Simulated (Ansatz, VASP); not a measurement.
**Ti in VASP and in Ansatz**

INCAR

```
SYSTEM = Ti
  PREC = Accurate
  ENCUT = 520
  EDIFF = 1E-8
  ISMEAR = -1
  SIGMA = 0.05
  LREAL = .False.
  LASPH = .True.
  NELM = 80
  ALGO = Normal
  ISIF = 2
  LWAVE = .False.
  LCHARG = .False.
  GGA = PS
  LEFG = .True.
  NBANDS = 12
```

File KPOINTS:

```
Automatic mesh
0
Gamma
  14 14 14
  0 0 0
```

The input POSCAR:

```
Ti
1.0
   -1.6518678664      1.6518678664      1.6518678664
    1.6518678664     -1.6518678664      1.6518678664
    1.6518678664      1.6518678664     -1.6518678664
Ti
1
Direct
    0.0000000000      0.0000000000      0.0000000000
```

Input for Ansatz:

```yaml
crystal:
  lattice:
    - [-1.6518678664, 1.6518678664, 1.6518678664]
    - [1.6518678664, -1.6518678664, 1.6518678664]
    - [1.6518678664, 1.6518678664, -1.6518678664]
  atoms:
    - { symbol: Ti, position: [0.0, 0.0, 0.0] }
kpoints:
  mp_grid: { grid: [14, 14, 14] }
scf:
  occupations: { method: fermi_dirac, width: 0.05 }
hamiltonian:
  xc: pbesol
  pseudopotentials: { kind: all_electron, datasets: crystal }
output:
  forces: true
  stress: true
  eigenvalues: true
  efg: { contact_densities: true }
```

Change from the starting cell: volume scaled by 1.02, crystal datasets.

Alike in both runs: task electric field gradients; functional PBEsol; k mesh 14 × 14 × 14; occupations fermi-dirac, width 0.05 eV; no spin polarisation.

```csv
,VASP,Ansatz
version,VASP 6.6.1,Ansatz 0.2.0
potentials or method,"VASP PAW PBE potentials, release 64 (Ti_sv)","all-electron PAW with datasets made for the crystal, scalar-relativistic"
plane-wave cutoff (eV),520,see its input
```

Ansatz gave:

* pressure (GPa): -8.4
* Vzz of the field gradient on the site that differs most (V/Å²): 0.0

Question: What did VASP give for the same quantities?

Answer: Pressure (GPa): -8.5; Vzz of the field gradient on the site that differs most (V/Å²): 0.0.

Ansatz ran all-electron here, so the differences hold the error of VASP's frozen core and of both bases.

Caveats: the PAW data sets were made with another functional, which shifts forces and pressure a little (VASP).
